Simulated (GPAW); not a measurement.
The system is ZrS2.

```xyz
3
Lattice="3.6914 0.0000 0.0000 -1.8457 3.1968 0.0000 0.0000 0.0000 6.0411" Properties=species:S:1:pos:R:3 pbc="T T T"
Zr    0.0000    0.0000    0.0000
S     0.0000    2.1312    1.4372
S     1.8457    1.0656    4.6038
```

The cell is a database's computed one.

Program: GPAW 26.7.0. Alike in all runs: cell as given.

Q: Order these runs on this cell by their band gap on the k mesh, lowest first.
A. level LDA+U; potentials or basis the program's PAW data sets (release 1.2.1) made for this functional, pw; spin off; U Zr d U = 8 eV; k mesh 7 × 7 × 4; cutoff (eV) 400; smearing fermi-dirac 0.001 eV
B. level vdW-DF2; potentials or basis GPAW PAW data sets (gpaw-data 1.2.1), pw; spin SOC, no magnetisation; k mesh 6 × 6 × 3; cutoff (eV) 600; smearing fermi-dirac 0.05 eV; band path GMKGALHA,LM,KH; band points 60; spin axis theta (degrees) 90; spin axis phi (degrees) 0; soc after scf second variation
C. level LDA; potentials or basis the program's PAW data sets (release 1.2.1) made for this functional, pw; spin SOC, no magnetisation; k mesh 6 × 6 × 3; cutoff (eV) 600; smearing fermi-dirac 0.05 eV; band path GMKGALHA,LM,KH; band points 80; spin axis theta (degrees) 90; spin axis phi (degrees) 45; soc after scf second variation

A: C (0.99 eV), B (1.19 eV), A (2.17 eV).

Caveats: spin-orbit coupling was added after a scalar SCF, so levels and gaps hold it while energy, forces, pressure and moments don't (some runs); this program's spin-orbit splittings come out too wide for heavy elements (some runs); the mesh misses the band edges, which the band path finds closer together (some runs); the long-wavelength limit can be off by several per cent where d states take part (some runs); response on these states lacks terms of the Hamiltonian (some runs); an odd mesh through Γ misses points on the zone boundary, where band edges often lie (some runs).

Not every run made on this cell is shown here.
